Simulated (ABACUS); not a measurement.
Ti under changes of volume

One of the cells (17.636 Å³/atom); the others are scaled copies at fixed shape and fractional positions:

```
Ti
1.0
     2.95000    0.00000    0.00000
    -1.47500    2.55477    0.00000
     0.00000    0.00000    4.68000
Ti
2
Direct
  0.66667 0.33333 0.75000
  0.33333 0.66667 0.25000
```

```yaml
Program: ABACUS 3.10.1
Functional: PBE
Potentials_or_basis: PseudoDojo NC SR 0.4.1 PBE standard
Cutoff: 1361 eV
Density_cutoff: 5442 eV
Basis: DZP LCAO (the cutoffs set its grid)
k_mesh: 10 × 10 × 6
Occupations: fermi-dirac, width 0.05 eV
Spin: no spin polarisation
```

| volume (Å³/atom) | energy over the lowest point (meV/atom) | pressure (GPa) |
| --- | --- | --- |
| 16.577 | 17.23 | 6.6 |
| 16.930 | 5.91 | 3.8 |
| 17.283 | 0.33 | 1.3 |
| 17.636 | 0.00 | -1.0 |
| 17.988 | 4.54 | -3.1 |
| 18.341 | 13.50 | -5.0 |
| 18.694 | ? | ? |

What does the run at 18.694 Å³/atom give?

Energy over the lowest point 26.49 meV/atom; pressure -6.7 GPa.

Worked out: A Birch-Murnaghan fit of order 3 (a polynomial in V^(-2/3)) to the other rows has its minimum at 17.48 Å³/atom with B0 = V·E''(V) = 113 GPa and B' = 3.2 at fixed shape and positions, which overstates the stiffness. It gives 26.57 meV/atom at 18.694 Å³/atom, against the run's 26.49, and -dE/dV = -6.8 GPa, against -6.7.

Energies are extrapolated to zero smearing.

Caveats: the atomic orbitals were generated for these runs and aren't a published set; the basis of atomic orbitals isn't converged, which shifts pressures, moduli and gaps.
